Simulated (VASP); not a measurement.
# CdO (Monteponite) (Fm-3m) in VASP: settings compared

One crystal, CdO (Monteponite), is run at these levels: PBEsol, PBE, r2SCAN; tasks: relaxation of cell and atoms.

Everything below comes from runs of VASP 6.6.1. Logs are shortened: lines on timing, memory, paths and dates and some standing lists are left out, and cuts for length are marked.

## Step 1: The crystal as given

The structure is cubic, space group Fm-3m (No. 225). Conventional cell: a = 4.699 Å, b = 4.699 Å, c = 4.699 Å, α = 90.00°, β = 90.00°, γ = 90.00°. Cd (site symmetry m-3m) has 6 O at 2.35 Å as nearest neighbours. O (site symmetry m-3m) is surrounded by 6 Cd at 2.35 Å.

## Step 2: Relaxation of cell and atoms, PBEsol

File INCAR:

```
  ALGO = Normal
  EDIFF = 1E-6
  EDIFFG = -0.01
  ENCUT = 600
  GGA = PS
  IBRION = 2
  ISIF = 3
  ISMEAR = 0
  LASPH = True
  LCHARG = False
  LREAL = False
  LWAVE = False
  NELM = 80
  NSW = 90
  PREC = Accurate
  SIGMA = 0.03
```

File KPOINTS:

```
k-points
0
Gamma
  12 12 12
```

File POSCAR:

```
CdO
1.0
    0.0000000000      2.3495000000      2.3495000000
    2.3495000000      0.0000000000      2.3495000000
    2.3495000000      2.3495000000      0.0000000000
Cd O
1 1
Direct
    0.0000000000      0.0000000000      0.0000000000
    0.5000000000      0.5000000000      0.5000000000
```

Potentials or basis: VASP PAW PBE potentials, release 64 (Cd, O).

On the command line:

```bash
$ cat potpaw_PBE.64/Cd/POTCAR potpaw_PBE.64/O/POTCAR > POTCAR
$ mpirun -np 1 vasp_std > vasp.out
```

OUTCAR:

```text
EDIFF = 1E-6
   EDIFFG = -0.01
   ENCUT = 600
   GGA = PS
   IBRION = 2
   ISIF = 3
   ISMEAR = 0
   LASPH = True
   LREAL = False
   NELM = 80
   NSW = 90
   PREC = Accurate

 ion  position               nearest neighbor table
   1  0.000  0.000  0.000-   2 2.35   2 2.35   2 2.35   2 2.35   2 2.35   2 2.35
   2  0.500  0.500  0.500-   1 2.35   1 2.35   1 2.35   1 2.35   1 2.35   1 2.35

  LATTYP: Found a face centered cubic cell.
 ALAT       =     4.6990000000

  Lattice vectors:

 A1 = (   0.0000000000,   2.3495000000,   2.3495000000)
 A2 = (   2.3495000000,   0.0000000000,   2.3495000000)
 A3 = (   2.3495000000,   2.3495000000,   0.0000000000)

Analysis of symmetry for initial positions (statically):
=====================================================================
 Subroutine PRICEL returns:
 Original cell was already a primitive cell.

 Routine SETGRP: Setting up the symmetry group for a
 face centered cubic supercell.

 Subroutine GETGRP returns: Found 48 space group operations
 (whereof 48 operations were pure point group operations)
 out of a pool of 48 trial point group operations.

The static configuration has the point symmetry O_h .

Analysis of symmetry for dynamics (positions and initial velocities):
=====================================================================
 Subroutine PRICEL returns:
 Original cell was already a primitive cell.

 Routine SETGRP: Setting up the symmetry group for a
 face centered cubic supercell.

 Subroutine GETGRP returns: Found 48 space group operations
 (whereof 48 operations were pure point group operations)
 out of a pool of 48 trial point group operations.

The dynamic configuration has the point symmetry O_h .

 Subroutine INISYM returns: Found 48 space group operations
 (whereof 48 operations are pure point group operations),
 and found     1 'primitive' translations

----------------------------------------------------------------------------------------

                                     Primitive cell

  volume of cell :      25.9392

  direct lattice vectors                    reciprocal lattice vectors
     0.000000000  2.349500000  2.349500000    -0.212811236  0.212811236  0.212811236
     2.349500000  0.000000000  2.349500000     0.212811236 -0.212811236  0.212811236
     2.349500000  2.349500000  0.000000000     0.212811236  0.212811236 -0.212811236

  length of vectors
     3.322694765  3.322694765  3.322694765     0.368599874  0.368599874  0.368599874

  position of ions in fractional coordinates (direct lattice)
     0.000000000  0.000000000  0.000000000
[... 103 lines left out ...]
   GGA     = PS    functional components
   LHFCALC =     F    Hartree Fock is set to
   AEXX    =    0.0000 exact exchange contribution
   IVDW    =     0    specifies the selected vdW correction
   LEPSILON=     F    determine dielectric tensor
   LRPA    =     F    only Hartree local field effects (RPA)
 conjugate gradient relaxation of ions
 non-spin polarized calculation
 Gauss-broadening in eV      SIGMA  =   0.03
  energy-cutoff  :      600.00
  volume of cell :       25.94
 maximum number of plane-waves:       893
   NGX = 13   NGY = 13   NGZ = 13

--------------------------------------- Ionic step        1  -------------------------------------------

 number of electron      18.0000002 magnetization

 Free energy of the ion-electron system (eV)
  ---------------------------------------------------
  ext. energy  EPLUGINS =         0.00000000
  ---------------------------------------------------
  free energy    TOTEN  =        -8.50538664 eV

  energy without entropy =       -8.50534101  energy(sigma->0) =       -8.50536382

------------------------ aborting loop because EDIFF is reached ----------------------------------------

  FORCE on cell =-STRESS in cart. coord.  units (eV):
  Direction    XX          YY          ZZ          XY          YZ          ZX
  --------------------------------------------------------------------------------------
  -------------------------------------------------------------------------------------
  Total        0.0857881      0.0857881      0.0857881      0.0000000      0.0000000      0.0000000
  in kB        5.2988488      5.2988488      5.2988488      0.0000000      0.0000000      0.0000000
  external PRESSURE =       5.2988488 kB  Pullay stress =       0.0000000 kB
[... 59 lines left out ...]
--------------------------------------- Ionic step        3  -------------------------------------------

 number of electron      18.0000002 magnetization

 Free energy of the ion-electron system (eV)
  ---------------------------------------------------
  ext. energy  EPLUGINS =         0.00000000
  ---------------------------------------------------
  free energy    TOTEN  =        -8.50554877 eV

  energy without entropy =       -8.50550305  energy(sigma->0) =       -8.50552591

 E-fermi :   1.8752     XC(G=0): -11.9422

 val. band max:        1.8490335739   @ k =   0.5000   0.0000   0.0000
 cond. band min:       2.1416214988   @ k =   0.0833   0.0000   0.0000
 fundamental gap:      0.2925879249
 Fermi energy:         1.8751672905

 k-point     1 :       0.0000    0.0000    0.0000
  band No.  band energies     occupation
      1     -15.4488      2.00000
      2      -4.8051      2.00000
      3      -4.8051      2.00000
      4      -4.8051      2.00000
      5      -4.5027      2.00000
      6      -4.5027      2.00000
      7       0.5008      2.00000
      8       0.5008      2.00000
      9       0.5008      2.00000
     10       1.3096      2.00000
     11      16.6110      0.00000
     12      18.7064      0.00000
     13      18.7064      0.00000
[... 354 lines left out ...]
  band No.  band energies     occupation
      1     -14.6528      2.00000
      2      -5.5686      2.00000
      3      -5.2732      2.00000
      4      -5.1787      2.00000
      5      -4.2707      2.00000
      6      -4.2478      2.00000
      7      -1.8792      2.00000
      8       0.6436      2.00000
      9       1.5984      2.00000
     10       7.3846      0.00000
     11       8.7356      0.00000
     12      12.0176      0.00000
     13      14.0176      0.00000

 [... further k-points ...]

------------------------ aborting loop because EDIFF is reached ----------------------------------------

  FORCE on cell =-STRESS in cart. coord.  units (eV):
  Direction    XX          YY          ZZ          XY          YZ          ZX
  --------------------------------------------------------------------------------------
  -------------------------------------------------------------------------------------
  Total        0.0004121      0.0004121      0.0004121      0.0000000      0.0000000      0.0000000
  in kB        0.0253595      0.0253595      0.0253595      0.0000000      0.0000000      0.0000000
  external PRESSURE =       0.0253595 kB  Pullay stress =       0.0000000 kB
[... 17 lines left out ...]
  FREE ENERGIE OF THE ION-ELECTRON SYSTEM (eV)
  ---------------------------------------------------
  free  energy   TOTEN  =        -8.5055487726 eV

  energy  without entropy=       -8.5055030509  energy(sigma->0) =       -8.50552591

 reached required accuracy - stopping structural energy minimisation
```

OSZICAR:

```text
N       E                     dE             d eps       ncg     rms          rms(c)
DAV:   1     0.131357408215E+03    0.13136E+03   -0.11706E+04  1960   0.160E+03
DAV:   2    -0.531305049129E+01   -0.13667E+03   -0.12723E+03  2112   0.355E+02
DAV:   3    -0.100589319106E+02   -0.47459E+01   -0.47294E+01  2072   0.741E+01
[... 21 lines left out ...]
DAV:   2    -0.850565198610E+01    0.98034E-03   -0.26409E-03  1957   0.729E-01    0.745E-02
DAV:   3    -0.850555965175E+01    0.92334E-04   -0.24193E-04  2072   0.304E-01    0.790E-02
DAV:   4    -0.850555051230E+01    0.91395E-05   -0.23741E-05  1942   0.521E-02    0.467E-02
DAV:   5    -0.850554855696E+01    0.19553E-05   -0.25121E-06  1939   0.199E-02    0.367E-03
DAV:   6    -0.850554877264E+01   -0.21568E-06   -0.27176E-07   936   0.770E-03
   3 F= -.85055488E+01 E0= -.85055259E+01  d E =-.162130E-03
```

Wall time 23 s (1 thread of Intel Xeon 6975P-C (Granite Rapids), shared host); peak memory 0.19 GiB.

Results:

```
Free energy                            : -8.5055 eV
Relaxed volume                         : 13.02 Å³/atom
Relaxed cell                           : a = 3.327 Å, b = 3.327 Å, c = 3.327 Å, α = 60.00°, β = 60.00°, γ = 60.00°
Space group after relaxing (to 0.05 Å) : Fm-3m (No. 225)
Energy gained by relaxing              : 0.1 meV/atom
Ionic steps                            : 3
Pressure after relaxing                : 0.0 GPa
Band gap on the k mesh                 : none (metal or under the smearing width)
```

The path:
```tsv
step	energy change (eV)	largest force (eV/Å)	pressure (GPa)	volume (Å³)
1	0.0000	0.0000	0.53	25.94
2	-0.0001	0.0000	-0.36	26.10
3	-0.0002	0.0000	0.00	26.04
```

Final structure:
```xyz
2
Lattice="0.0000 2.3524 2.3524 2.3524 0.0000 2.3524 2.3524 2.3524 0.0000" Properties=species:S:1:pos:R:3 pbc="T T T"
Cd    0.0000    0.0000    0.0000
O     2.3524    2.3524    2.3524
```

Caveat: the PAW data sets were made with another functional, which shifts forces and pressure a little; this crystal is a semiconductor, whose small gap the functional closes, so the metal is an error of the method.

## Step 3: Relaxation of cell and atoms, PBEsol

This run uses another cell than the first one, of 13.02 Å³/atom, 1.004 times its volume.

Edit INCAR of step 2 so:

```diff
@@ -1,4 +1,4 @@
   ALGO = Normal
-  EDIFF = 1E-6
-  EDIFFG = -0.01
+  EDIFF = 1E-7
+  EDIFFG = -0.005
   ENCUT = 600
```

KPOINTS is that of step 2.

File POSCAR:

```
CdO                                     
1.0
    0.0000000000      2.3523961160      2.3523961160
    2.3523961160      0.0000000000      2.3523961160
    2.3523961160      2.3523961160      0.0000000000
  Cd              O             
     1     1
Direct
     0.0000000000000000    0.0000000000000000    0.0000000000000000
     0.5000000000000000    0.5000000000000000    0.5000000000000000
```

Potentials or basis: VASP PAW PBE potentials, release 64 (Cd, O).

On the command line:

```bash
$ cat potpaw_PBE.64/Cd/POTCAR potpaw_PBE.64/O/POTCAR > POTCAR
$ mpirun -np 1 vasp_std > vasp.out
```

It took 12 s on 1 thread of Intel Xeon 6975P-C (Granite Rapids), shared host; peak memory 0.17 GiB.

Results (log left out):

```yaml
Free_energy: -8.5057 eV
Pressure_after_relaxing: 0.0 GPa
Band_gap_on_the_k_mesh: none (metal or under the smearing width)
```

Final structure:
```cif
data_structure
_symmetry_space_group_name_H-M 'P 1'
_symmetry_Int_Tables_number 1
_cell_length_a 3.3268
_cell_length_b 3.3268
_cell_length_c 3.3268
_cell_angle_alpha 60.000
_cell_angle_beta 60.000
_cell_angle_gamma 60.000
_cell_volume 26.04
loop_
_atom_site_label
_atom_site_type_symbol
_atom_site_fract_x
_atom_site_fract_y
_atom_site_fract_z
_atom_site_occupancy
Cd1 Cd 0.00000 0.00000 0.00000 1
O1 O 0.50000 0.50000 0.50000 1
```

Levels at points of the mesh, in eV from the Fermi level:
```
           k point  band 6  band 7  band 8  band 9  band 10  band 11  band 12  band 13
(0.00, 0.00, 0.00)   -6.38   -1.37   -1.37   -1.37    -0.57    14.74    16.83    16.83
(0.50, 0.00, 0.00)   -6.12   -3.85   -0.03   -0.03     4.26     7.19    11.76    11.76
(0.50, 0.50, 0.00)   -5.67   -4.42   -2.36   -2.36     3.73     8.40    11.02    13.17
```

Caveat: the relaxation stopped at its first step, so nothing moved; the PAW data sets were made with another functional, which shifts forces and pressure a little; this crystal is a semiconductor, whose small gap the functional closes, so the metal is an error of the method.

(Continued in part 2 of 2.)
